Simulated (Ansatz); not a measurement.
## Density of states of Ga

```
Ga
1.0
     2.25535   -3.82240    0.00000
     2.25535    3.82240    0.00000
     0.00000    0.00000    4.51670
Ga
4
Direct
  0.15250 0.84750 0.07850
  0.65250 0.34750 0.42150
  0.84750 0.15250 0.92150
  0.34750 0.65250 0.57850
```

The cell is COD entry 9008562, as deposited and not checked against the literature; nothing was relaxed.

Theory: Ansatz 0.2.0, DFT, PBE, all-electron LAPW, scalar-relativistic.

Sampling and basis: a Γ-centred 9×9×8 k mesh, Fermi–Dirac smearing of 0.05 eV, basis error target 1 meV/atom, no spin polarisation.

States per eV and cell, averaged over 0.4 eV, from -9.8 to 3.6 eV, with energies (bin centres) from the Fermi level; empty bins are left out. 

```
E (eV)  total
  -9.7   0.64
  -9.3   0.80
  -8.9   0.89
  -8.5   0.87
  -8.1   0.80
  -7.7   0.96
  -7.3   1.18
  -6.9   1.22
  -6.5   0.77
  -6.1   0.90
  -5.7   1.23
  -5.3   1.35
  -4.9   1.23
  -4.5   1.12
  -4.1   0.90
  -3.7   0.89
  -3.3   1.35
  -2.9   1.40
  -2.5   1.34
  -2.1   1.51
  -1.7   2.01
  -1.3   2.13
  -0.9   1.59
  -0.5   1.27
  -0.1   0.71
   0.3   0.55
   0.7   1.50
   1.1   2.28
   1.5   2.02
   1.9   1.52
   2.3   1.61
   2.7   1.89
   3.1   2.03
   3.5   1.58
```
